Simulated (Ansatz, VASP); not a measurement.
## H4CO in VASP and in Ansatz

```
C O H
1.0
     7.38032    0.00000    0.00000
     0.00000    7.38032    0.00000
     0.00000    0.00000    7.38032
C O H
6 6 24
Cartesian
  3.1212 3.8723 6.7558
  6.4408 1.2167 1.3306
  6.3724 3.0543 4.8448
  4.8716 6.7182 5.1371
  0.3362 5.4118 1.4462
  3.1070 2.3508 3.3186
  2.1276 2.8979 7.1646
  5.1619 0.7097 0.9543
  7.0866 3.9997 5.6600
  5.3346 6.1389 6.3620
  0.8553 4.1584 1.8999
  3.3993 3.6527 2.8303
  2.5754 4.6886 6.2689
  2.6070 2.1745 7.6092
  3.6765 4.2511 7.6223
  3.8128 3.4294 6.0295
  6.3496 2.2839 1.5754
  5.2969 -0.0646 0.3551
  6.8465 0.7003 2.2238
  7.1828 1.1142 0.5159
  5.6573 3.6190 4.2317
  7.7589 3.5017 6.1639
  7.0539 2.5130 4.1673
  5.8201 2.3326 5.4675
  4.0145 7.3587 5.3859
  5.9891 5.4324 6.1575
  5.6451 7.3462 4.6605
  4.5385 5.9501 4.4189
  -0.6439 5.5839 1.9116
  1.2303 3.6810 1.1204
  1.0133 6.2381 1.7159
  0.2008 5.4189 0.3558
  3.9832 1.7114 3.1520
  2.5242 4.0669 2.6362
  2.8615 2.3622 4.3969
  2.2534 1.8931 2.7885
```

Alike in both runs: functional PBE; dispersion D3(BJ); k mesh 1 × 1 × 1; occupations fermi-dirac, width 0.02 eV; no spin polarisation.

Ansatz relaxed the structure, and its values are those at the end. VASP's run is a single point on that final structure, the one shown.

|  | VASP | Ansatz |
| --- | --- | --- |
| version | VASP 6.6.1 | Ansatz 0.2.0 |
| potentials or method | VASP PAW PBE potentials, release 64 (C, O, H) | scalar-relativistic, plane waves, PAW |
| plane-wave cutoff (eV) | 520 | 420 |
| valence electrons in the cell | 84 | 84 |

```csv
,VASP,Ansatz,Ansatz less VASP
rms of the force components (eV/Å),0.048,0.039,-0.0091
dispersion energy (meV/atom),-34.6,-34.6,0.00
```
